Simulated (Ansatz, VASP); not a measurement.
# Ge2Sb2Te5: VASP beside Ansatz

```
Te Sb Ge
1.0
     6.83914   -3.06601    0.00000
     6.83914    3.06601    0.00000
    -6.83098    0.00000    6.84761
Te Sb Ge
5 2 2
Direct
  0.59470 0.59470 0.38643
  0.79529 0.79529 0.19611
  0.00832 0.00832 0.00643
  0.20652 0.20652 0.80980
  0.39996 0.39996 0.59712
  0.90171 0.90171 0.58787
  0.11187 0.11187 0.41735
  0.28429 0.28429 0.18783
  0.49734 0.49734 0.01104
```

The cell comes from a database or a generator and needn't be the stable form of this composition.

Alike in both runs: task band structure; functional LDA; k mesh 4 × 4 × 3; occupations fermi-dirac, width 0.05 eV; no spin polarisation.

```csv
,VASP,Ansatz
version,VASP 6.6.1,Ansatz 0.2.0
potentials or method,"VASP PAW LDA potentials, release 64 (Te, Sb, Ge_d)",Ansatz PAW
plane-wave cutoff (eV),520,420
valence electrons in the cell,68,138
```

VASP gave:

```
gap on the k mesh at the Fermi level (eV)       : 0.07
least direct gap on the mesh (eV)               : 0.07
gap along the band path (eV)                    : 0.07
pressure (GPa)                                  : -3.5
largest component of the traceless stress (GPa) : 0.10
rms of the force components (eV/Å)              : 0.074
```

Which values does Ansatz return?

gap on the k mesh at the Fermi level (eV): 0.07; least direct gap on the mesh (eV): 0.07; gap along the band path (eV): 0.07; pressure (GPa): -3.5; largest component of the traceless stress (GPa): 0.10; rms of the force components (eV/Å): 0.083.

Atom by atom the forces differ by 0.010 eV/Å (rms over components). The two sets of potentials don't hold the same shells in valence.

Caveats: spin-orbit coupling is left out, which moves the levels of the heavy elements; the PAW data sets come from PBE, with cores solved anew for the run's functional, which leaves a small shift of forces and pressure (Ansatz).
